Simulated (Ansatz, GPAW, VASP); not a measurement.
## BN: programs and potentials compared

```
N B
1.0
     0.00000    1.81300    1.81300
     1.81300    0.00000    1.81300
     1.81300    1.81300    0.00000
N B
1 1
Direct
  0.25000 0.25000 0.25000
  0.00000 0.00000 0.00000
```

The cell is a database's computed one, not the measured one.

Alike in all runs: task single point; functional PBE; k mesh 13 × 13 × 13; occupations gaussian, width 0.03 eV; no spin polarisation; no spin-orbit coupling. Pressure is positive in compression and, in plane waves, holds the error of the finite cutoff.

| program and potentials | plane-wave cutoff (eV) | notes | pressure (GPa) |
| --- | --- | --- | --- |
| GPAW, GPAW PAW data sets (gpaw-data 1.2.1) | 800 | - | -1.60 |
| VASP, PBE PAW files B, N, 520 eV | 520 | - | -0.16 |
| Ansatz, all-electron LAPW, scalar-relativistic | - | - | -0.41 |

The pressure spans -1.60 (GPAW, GPAW PAW data sets (gpaw-data 1.2.1)) to -0.16 GPa (VASP, PBE PAW files B, N, 520 eV), with all-electron results at -0.41.

Differences between rows come from potentials, basis sets and numerical settings, since the functional is the same but for its coding. Runs on potential files found faulty are left out.
